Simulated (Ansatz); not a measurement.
# MgSi (Cmcm) in Ansatz: notebook

The runs below take MgSi through band structure, with PBEsol.

Program: Ansatz 0.2.0. These are calculated values, not measurements. Logs are shortened: lines on timing, memory, paths and dates and some standing lists are left out, and cuts for length are marked.

## 1. The cell of the first run

It takes space group Cmcm (No. 63, orthorhombic). The conventional cell has a = 3.005 Å, b = 10.852 Å, c = 4.340 Å, α = 90.00°, β = 90.00°, γ = 90.00°. Around Si (site symmetry m2m) lie 4 Si at 2.66 to 3.01 Å and 7 Mg at 2.83 to 3.00 Å. Mg (site symmetry m2m) is surrounded by 7 Si at 2.83 to 3.00 Å and 6 Mg at 3.01 to 3.18 Å.

The cell comes from a database or a generator and needn't be the stable form of this composition.

## 2. Band structure, PBEsol (strain_xy = 0)

The input, input.yaml:

```yaml
crystal:
  lattice:
    - [1.502512, -5.426016, 0.0]
    - [1.502512, 5.426016, 0.0]
    - [0.0, 0.0, 4.340178]
  atoms:
    - { symbol: Si, position: [0.570638, 0.429362, 0.75] }
    - { symbol: Si, position: [0.429362, 0.570638, 0.25] }
    - { symbol: Mg, position: [0.168381, 0.831619, 0.25] }
    - { symbol: Mg, position: [0.831619, 0.168381, 0.75] }
kpoints:
  mp_grid: { grid: [9, 9, 6] }
  band_path:
    path:
      - [0.0, 0.0, 0.0]
      - [0.2691696316, 0.2691696316, 0.0]
      - [0.0, 0.5, 0.0]
      - [0.0, 0.5, 0.5]
      - [0.2691696316, 0.2691696316, 0.5]
      - [0.0, 0.0, 0.5]
      - [0.0, 0.0, 0.0]
      - [-0.5, 0.5, 0.0]
    npoints: 6
scf:
  occupations: { method: fermi_dirac, width: 0.05 }
hamiltonian:
  xc: pbesol
  pseudopotentials: { kind: all_electron, lapw: { basis_error: 0.002 } }
output:
  forces: true
  stress: true
  eigenvalues: true
```

Potentials or basis: all-electron LAPW, scalar-relativistic.

On the command line:

```sh
ansatz run input.yaml --threads 2 --pin off --max-ram 8192MiB --backend cpu --events-out ev --progress --plain --runs-dir out
```

Log:

```text
Warning: RAYON_NUM_THREADS=2 ignored (pool sized by the plan → 2); use --threads N
LAPW: plane waves up to 5.931 Å⁻¹, error target 2.0e-3 eV per atom; small_component_spin mean_spin; Mg in spheres of 1.420 Å, 10 of its electrons in bands, Dirac shells []; Si in spheres of 1.329 Å, 12 of its electrons in bands, Dirac shells [] (how accurate: hamiltonian.pseudopotentials.lapw.basis_error, Limitations)
Engine: ansatz 0.2.0, aarch64-unknown-linux-gnu
Pseudopotentials: kind: all_electron
Pseudopotential: Si, LAPW, valence charge 12, lapw/all_electron/scalar/gaussian/Si, Koelling and Harmon's equation, gaussian nucleus
Pseudopotential: Mg, LAPW, valence charge 10, lapw/all_electron/scalar/gaussian/Mg, Koelling and Harmon's equation, gaussian nucleus
Functional definition: PBEsol
  exchange = pbesol_x
  correlation = pbesol_c
Crystal: 4 atoms, lattice volume = 70.768 Å³
Basis set: ecut = 134.0094302527051 eV, 245 PW (Γ), FFT grids on a1+a2, a2, a3, exchange–correlation at level 2
Bands: 27, of which v1, the nominal top of the filled ones, is band 22 counted from 1 (21 counted from 0)
Symmetry: 8 space group operations
Space group: Cmcm (ITA 63), of the structure as read, at distance tolerance 4.1e-5 Å
k-points: 100 of 486
Non-local potential: Si, projectors of the file, none
Non-local potential: Mg, projectors of the file, none
Initial density: superposition of atomic densities (chi_scale 0.1, normalization cell, long waves kept (reshape's long-wave potential 0.06 eV rms))
Initial wavefunctions: plane waves of lowest kinetic energy (no species holds an atomic orbital)
Functional: x = pbesol(κ = 0.804, μ = 0.12345679012345678), c = pbesol(β = 0.046)
iter 1 solved again at ethr=1.62e-3 eV; its pass at ethr=1.00e-1 eV (dr2=7.15e-1 eV) is discarded
SCF iter   1: F=—  HF=-26635.218935 eV  |F-HF|=—  |Δ(HF+E_count)|=         —  Δρ=1.94e-2  dr2=7.16e-1  ethr=1.62e-3  ⟨swp⟩=2.0  Hψ=18931  notcnv=0
preconditioner: auto → Kerker (q_TF=auto, 2.521 Å⁻¹)  [metal: Δε(μ)=0.004 eV  Ē_g=7.535 eV  σ=0.050 eV  W_gap=0.02  n_scr=14 (ndim 8)  ℏωp=15.3 eV  f_vac=0.000  D(μ)=2.32/eV (n_scr^D=14)]
SCF iter   2: F=—  HF=-26635.073983 eV  |F-HF|=—  |Δ(HF+E_count)|=   1.45e-1  Δρ=1.32e-2  dr2=3.50e-1  ethr=1.62e-3  ⟨swp⟩=2.0  Hψ=7838  notcnv=0
iter 3 solved again at ethr=7.35e-5 eV; its pass at ethr=7.95e-4 eV (dr2=3.24e-2 eV) is discarded
SCF iter   3: F=—  HF=-26634.977531 eV  |F-HF|=—  |Δ(HF+E_count)|=   9.65e-2  Δρ=3.88e-3  dr2=3.22e-2  ethr=7.35e-5  ⟨swp⟩=2.0  Hψ=13498  notcnv=0
SCF iter   4: F=—  HF=-26634.972146 eV  |F-HF|=—  |Δ(HF+E_count)|=   5.39e-3  Δρ=8.03e-4  dr2=8.29e-4  ethr=7.31e-5  ⟨swp⟩=2.1  Hψ=7807  notcnv=0
SCF iter   5: F=—  HF=-26634.970604 eV  |F-HF|=—  |Δ(HF+E_count)|=   1.54e-3  Δρ=3.83e-4  dr2=1.43e-4  ethr=1.89e-6  ⟨swp⟩=2.4  Hψ=7408  notcnv=0
SCF iter   6: F=—  HF=-26634.970599 eV  |F-HF|=—  |Δ(HF+E_count)|=   5.39e-6  Δρ=1.35e-4  dr2=1.80e-5  ethr=3.26e-7  ⟨swp⟩=2.0  Hψ=7364  notcnv=0
SCF iter   7: F=—  HF=-26634.970598 eV  |F-HF|=—  |Δ(HF+E_count)|=   1.50e-6  Δρ=2.27e-5  dr2=5.24e-7  ethr=4.08e-8  ⟨swp⟩=2.0  Hψ=7369  notcnv=0
SCF iter   8: F=—  HF=-26634.970597 eV  |F-HF|=—  |Δ(HF+E_count)|=   3.95e-7  Δρ=1.12e-5  dr2=1.15e-7  ethr=1.19e-9  ⟨swp⟩=2.5  Hψ=7449  notcnv=0
SCF iter   9: F=-26634.970597 eV  HF=-26634.970597 eV  |F-HF|=1.69e-9  |Δ(HF+E_count)|=   1.83e-8  Δρ=2.39e-6  dr2=5.19e-9  ethr=2.61e-10  ⟨swp⟩=2.0  Hψ=7368  notcnv=0
SCF 1 converged in 9 iterations: F = -26634.970597 eV  dr2 = 5.19e-9
NSCF: frozen V_eff on 43 k-points
SCF converged after 9 iterations
Free energy (F): -26634.970597 eV
Harris-Foulkes:  -26634.970597 eV  (|F-HF|=1.69e-9)
Internal energy: -26634.955987 eV  (E = F + TS)
E sigma→0 (E₀):  -26634.963292 eV
Entropy (-TS):   -0.014610 eV (-3.652 meV/atom)
Fermi energy:    8.525877 eV
--- Per-component energies (eV) ---
  E_band       = -2111.744497
  E_kinetic    = 26685.194510
  E_xc         = -1977.977016
  E_electrostatic = -51342.173482  (all electrons and nuclei)
  E_smearing   = -0.014610  (= −TS)
  E_closure    = 0.000000  (closes the sum)
  E_atoms      = -26620.284126  (free atoms, spherical and without spin; not in F)
  Σ components = -26634.970597   (vs F -26634.970597, Δ=0.00e0)
  Basis errors (estimates in eV, not in F): energy 7.4e-4 per atom: plane waves 6.8e-4 (3.6e-4 summed), levels above the bands 3.8e-38, relativity 5.7e-9, radial functions 5.8e-5, core shells 4.0e-11; eigenvalues (radial functions only) 1.1e-5; not estimated: angular momenta, meshes, grids; target (lapw.basis_error) 2.0e-3; muffin-tin radii Mg 1.420 Å, Si 1.329 Å
--- Forces (eV/Å), atoms counted from 1 ---
  atom   1  Si     0.00000000     0.16473817     0.00000000
  atom   2  Si     0.00000000    -0.16473817     0.00000000
  atom   3  Mg     0.00000000     0.16176366     0.00000000
  atom   4  Mg     0.00000000    -0.16176366     0.00000000
  max |Σ_I F_I| component: 0.00e0 eV/Å
--- Stress (GPa, compression-positive) ---
       -2.073439       0.000000       0.000000
        0.000000      -1.516020       0.000000
        0.000000       0.000000      -0.662204
  P = ⅓ Tr σ = -1.4172 GPa (-14.172 kbar)
--- Band table (eV; the first three rows and the last of 100) ---
  k-point 0: bands = ["-125.4725", "-125.4719", "-81.7681", "-81.7676", "-81.7572", "-81.7532", "-81.7509", "-81.7491", "-67.0919", "-67.0898", "-34.0458", "-34.0447", "-34.0354", "-34.0341", "-34.0305", "-34.0286", "-2.7823", "1.6716", "3.6111", "4.6802", "6.2604", "9.3658", "10.7710", "11.0434", "11.3192", "12.0496", "14.4055"]
  k-point 1: bands = ["-125.4725", "-125.4720", "-81.7681", "-81.7677", "-81.7570", "-81.7536", "-81.7505", "-81.7491", "-67.0918", "-67.0899", "-34.0462", "-34.0451", "-34.0347", "-34.0337", "-34.0306", "-34.0290", "-2.5760", "1.3838", "3.7384", "3.8059", "7.8518", "7.9899", "9.0536", "12.2093", "12.5496", "13.6777", "14.3517"]
  k-point 2: bands = ["-125.4724", "-125.4721", "-81.7680", "-81.7677", "-81.7564", "-81.7546", "-81.7499", "-81.7492", "-67.0914", "-67.0903", "-34.0469", "-34.0460", "-34.0331", "-34.0327", "-34.0310", "-34.0300", "-1.9645", "0.2855", "3.6861", "4.3339", "6.2217", "7.1218", "10.9406", "12.6701", "14.0240", "14.8274", "15.5807"]
  k-point 99: bands = ["-125.4722", "-125.4722", "-81.7679", "-81.7679", "-81.7556", "-81.7556", "-81.7495", "-81.7495", "-67.0908", "-67.0908", "-34.0471", "-34.0471", "-34.0315", "-34.0315", "-34.0314", "-34.0314", "-0.6915", "-0.6915", "2.5362", "2.5362", "9.9263", "9.9263", "11.4977", "11.4977", "13.2520", "13.2520", "14.5652"]
```

Run time: 13 s. Hardware: 2 threads of Arm Neoverse V1, shared host; peak memory 0.39 GiB.

Results:

* Free energy: -26634.9706 eV
* Pressure: -1.4 GPa
* Largest force: 0.165 eV/Å
* Band gap along the path: none (metal or under the smearing width)

Forces on the atoms (eV/Å):
```
Si   0.000  0.165  0.000
Si   0.000 -0.165  0.000
Mg   0.000  0.162  0.000
Mg   0.000 -0.162  0.000
```

Levels at the corners of the path, in eV from the Fermi level:
```csv
point,band 19,band 20,band 21,band 22,band 23,band 24,band 25,band 26
Γ,-4.91,-3.85,-2.27,0.84,2.25,2.52,2.79,3.52
X,-5.40,-1.89,-1.57,-0.92,0.13,1.77,2.24,2.66
S,-4.63,-2.98,-1.55,-0.54,0.16,1.93,2.16,2.96
R,-4.01,-4.01,-2.53,-2.53,-0.16,-0.16,2.73,2.73
A,-3.89,-3.89,-3.02,-3.02,0.99,0.99,1.77,1.77
Z,-4.14,-4.14,-2.67,-2.67,4.83,4.83,5.46,5.46
Γ,-4.91,-3.85,-2.27,0.84,2.25,2.52,2.79,3.52
Y,-3.53,-2.75,-1.70,-0.94,1.20,2.19,3.32,5.91
```

## 3. Band structure, PBEsol, 16.30 Å³/atom (strain_xy = -0.04)

input.yaml, as its differences from that of step 2:

```diff
@@ -2,4 +2,4 @@
   lattice:
-    - [1.502512, -5.426016, 0.0]
-    - [1.502512, 5.426016, 0.0]
+    - [1.44241152, -5.20897536, 0.0]
+    - [1.44241152, 5.20897536, 0.0]
     - [0.0, 0.0, 4.340178]
```

Potentials or basis: all-electron LAPW, scalar-relativistic.

On the command line:

```sh
ansatz run input.yaml --threads 2 --pin off --max-ram 8192MiB --backend cpu --events-out ev --progress --plain --runs-dir out
```

Log:

```text
Warning: RAYON_NUM_THREADS=2 ignored (pool sized by the plan → 2); use --threads N
LAPW: plane waves up to 6.045 Å⁻¹, error target 2.0e-3 eV per atom; small_component_spin mean_spin; Mg in spheres of 1.402 Å, 10 of its electrons in bands, Dirac shells []; Si in spheres of 1.311 Å, 12 of its electrons in bands, Dirac shells [] (how accurate: hamiltonian.pseudopotentials.lapw.basis_error, Limitations)
Engine: ansatz 0.2.0, aarch64-unknown-linux-gnu
Pseudopotentials: kind: all_electron
Pseudopotential: Si, LAPW, valence charge 12, lapw/all_electron/scalar/gaussian/Si, Koelling and Harmon's equation, gaussian nucleus
Pseudopotential: Mg, LAPW, valence charge 10, lapw/all_electron/scalar/gaussian/Mg, Koelling and Harmon's equation, gaussian nucleus
Functional definition: PBEsol
  exchange = pbesol_x
  correlation = pbesol_c
Crystal: 4 atoms, lattice volume = 65.220 Å³
Basis set: ecut = 139.20239752665574 eV, 245 PW (Γ), FFT grids on a1+a2, a2, a3, exchange–correlation at level 2
Bands: 27, of which v1, the nominal top of the filled ones, is band 22 counted from 1 (21 counted from 0)
[... 26 lines left out ...]
E sigma→0 (E₀):  -26634.941308 eV
Entropy (-TS):   -0.015583 eV (-3.896 meV/atom)
Fermi energy:    9.475796 eV
--- Per-component energies (eV) ---
  E_band       = -2069.140750
  E_kinetic    = 26691.630666
  E_xc         = -1980.243000
  E_electrostatic = -51346.321183  (all electrons and nuclei)
  E_smearing   = -0.015583  (= −TS)
  E_closure    = 0.000000  (closes the sum)
  E_atoms      = -26620.284126  (free atoms, spherical and without spin; not in F)
  Σ components = -26634.949099   (vs F -26634.949099, Δ=0.00e0)
  Basis errors (estimates in eV, not in F): energy 7.4e-4 per atom: plane waves 6.8e-4 (3.6e-4 summed), levels above the bands 2.7e-40, relativity 2.2e-9, radial functions 5.8e-5, core shells 2.9e-11; eigenvalues (radial functions only) 3.3e-6; not estimated: angular momenta, meshes, grids; target (lapw.basis_error) 2.0e-3; muffin-tin radii Mg 1.402 Å, Si 1.311 Å
--- Forces (eV/Å), atoms counted from 1 ---
  atom   1  Si     0.00000000     0.31641348     0.00000000
  atom   2  Si     0.00000000    -0.31641348     0.00000000
  atom   3  Mg     0.00000000     0.23838603     0.00000000
  atom   4  Mg     0.00000000    -0.23838603     0.00000000
  max |Σ_I F_I| component: 0.00e0 eV/Å
--- Stress (GPa, compression-positive) ---
        3.707720       0.000000       0.000000
        0.000000       3.449767       0.000000
        0.000000       0.000000       4.526293
  P = ⅓ Tr σ = 3.8946 GPa (38.946 kbar)
--- Band table (eV; the first three rows and the last of 100) ---
  k-point 0: bands = ["-124.4352", "-124.4345", "-80.7247", "-80.7242", "-80.7216", "-80.7166", "-80.7106", "-80.7086", "-66.0387", "-66.0358", "-32.9979", "-32.9911", "-32.9796", "-32.9776", "-32.9769", "-32.9709", "-2.3256", "2.4461", "4.3609", "5.1369", "6.7727", "10.2156", "11.7096", "11.7791", "12.1388", "13.7716", "16.2383"]
  k-point 1: bands = ["-124.4352", "-124.4345", "-80.7247", "-80.7242", "-80.7213", "-80.7170", "-80.7103", "-80.7087", "-66.0385", "-66.0360", "-32.9979", "-32.9920", "-32.9790", "-32.9771", "-32.9767", "-32.9714", "-2.1180", "2.0372", "4.3638", "4.5501", "8.4626", "8.7373", "9.8268", "13.4790", "13.9308", "14.4745", "16.1647"]
  k-point 2: bands = ["-124.4351", "-124.4347", "-80.7246", "-80.7243", "-80.7206", "-80.7182", "-80.7098", "-80.7088", "-66.0380", "-66.0365", "-32.9977", "-32.9942", "-32.9777", "-32.9764", "-32.9759", "-32.9726", "-1.5021", "0.7950", "4.4593", "5.0545", "7.1329", "7.9147", "11.4061", "14.3917", "15.7865", "15.8808", "16.9499"]
  k-point 99: bands = ["-124.4349", "-124.4349", "-80.7244", "-80.7244", "-80.7195", "-80.7195", "-80.7092", "-80.7092", "-66.0372", "-66.0372", "-32.9970", "-32.9970", "-32.9763", "-32.9763", "-32.9742", "-32.9742", "-0.1583", "-0.1583", "3.0887", "3.0887", "11.0813", "11.0813", "12.7897", "12.7897", "14.9663", "14.9663", "15.1619"]
```

bands.tsv:

```text
# k_distance	band_0	band_1	band_2	band_3	band_4	band_5	band_6	band_7	band_8	band_9	band_10	band_11	band_12	band_13	band_14	band_15	band_16	band_17	band_18	band_19	band_20	band_21	band_22	band_23	band_24	band_25	band_26
# fermi_ev = 9.475796
[... 53 lines left out ...]
4.921100	-133.911035	-133.910295	-90.200511	-90.199946	-90.197374	-90.192352	-90.186379	-90.184393	-75.514511	-75.511576	-42.473452	-42.466251	-42.456128	-42.453397	-42.452921	-42.446674	-11.374096	-8.815753	-4.000135	-3.247400	-1.927440	-1.224660	1.045444	3.026296	4.087295	6.328396	6.451347
5.021619	-133.911035	-133.910294	-90.200511	-90.199946	-90.197362	-90.192358	-90.186367	-90.184400	-75.514507	-75.511577	-42.473430	-42.466200	-42.456156	-42.453399	-42.452906	-42.446653	-11.331822	-8.917200	-3.968415	-3.128050	-1.952139	-1.319350	1.493519	2.359743	4.074534	6.488554	7.393578
```

Run time: 12 s. Hardware: 2 threads of Arm Neoverse V1, shared host; peak memory 0.4 GiB.

What came out:

| Item | Value |
| --- | --- |
| Free energy | -26634.9491 eV |
| Pressure | 3.9 GPa |
| Largest force | 0.316 eV/Å |
| Band gap along the path | none (metal or under the smearing width) |

## 4. Band structure, PBEsol, 16.99 Å³/atom (strain_xy = -0.02)

input.yaml, as its differences from that of step 3:

```diff
@@ -2,4 +2,4 @@
   lattice:
-    - [1.44241152, -5.20897536, 0.0]
-    - [1.44241152, 5.20897536, 0.0]
+    - [1.47246176, -5.31749568, 0.0]
+    - [1.47246176, 5.31749568, 0.0]
     - [0.0, 0.0, 4.340178]
```

On the command line:

```sh
ansatz run input.yaml --threads 2 --pin off --max-ram 8192MiB --backend cpu --events-out ev --progress --plain --runs-dir out
```

Run time: 13 s. Hardware: 2 threads of Arm Neoverse V1, shared host; peak memory 0.39 GiB.

It converged, with:

- Free energy: -26634.9827 eV
- Pressure: 1.0 GPa
- Largest force: 0.242 eV/Å
- Band gap along the path: none (metal or under the smearing width)
